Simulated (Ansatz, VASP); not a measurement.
Two plane-wave programs on Y

File INCAR:

```
PREC     = Accurate       # precision mode
ENCUT    = 520            # plane-wave cutoff, eV
EDIFF    = 1E-8           # SCF threshold, eV
ISMEAR   = -1             # smearing method
SIGMA    = 0.08           # smearing width, eV
LREAL    = False          # projectors in reciprocal space
LASPH    = True           # aspherical terms in the spheres
NELM     = 100            # most SCF steps
ALGO     = Normal         # electronic algorithm
ISIF     = 2              # what is computed and relaxed
LWAVE    = False          # write WAVECAR
LCHARG   = False          # write CHGCAR
GGA      = PE             # functional
LEFG     = True         
NBANDS   = 12             # bands
```

Contents of KPOINTS:

```
Automatic mesh
0
Gamma
  11 11 11
```

File POSCAR:

```
Y
1.0
    3.2927881171      0.0000000000      0.0000000000
    0.0000000000      3.2927881171      0.0000000000
    0.0000000000      0.0000000000      3.2927881171
Y
1
Direct
    0.0000000000      0.0000000000      0.0000000000
```

Input for Ansatz:

```yaml
crystal:
  lattice:
    - [3.2927881171, 0.0, 0.0]
    - [0.0, 3.2927881171, 0.0]
    - [0.0, 0.0, 3.2927881171]
  atoms:
    - { symbol: "Y", position: [0.0, 0.0, 0.0] }
kpoints:
  mp_grid: { grid: [11, 11, 11] }
scf:
  occupations: { method: fermi_dirac, width: 0.08 }
hamiltonian:
  xc: pbe
  pseudopotentials: { kind: paw }
output:
  forces: true
  stress: true
  eigenvalues: true
  efg: { contact_densities: true }
```

Change from the starting cell: volume scaled by 1.025, PAW files.

Alike in both runs: task electric field gradients; functional PBE; k mesh 11 × 11 × 11; occupations fermi-dirac, width 0.08 eV; no spin polarisation.

```csv
,VASP,Ansatz
version,VASP 6.6.1,Ansatz 0.2.0
potentials or method,"VASP PAW PBE potentials, release 64 (Y_sv)","PAW with Ansatz's default frozen-core files, scalar-relativistic"
plane-wave cutoff (eV),520,420
valence electrons in the cell,11,11
```

|  | VASP | Ansatz | Ansatz less VASP |
| --- | --- | --- | --- |
| pressure (GPa) | -0.7 | -0.6 | +0.03 |
| Vzz of the field gradient on the site that differs most (V/Å²) | 0.0 | 0.0 | 0.00 |

Ansatz warned: «gradients_without_spin_orbit».
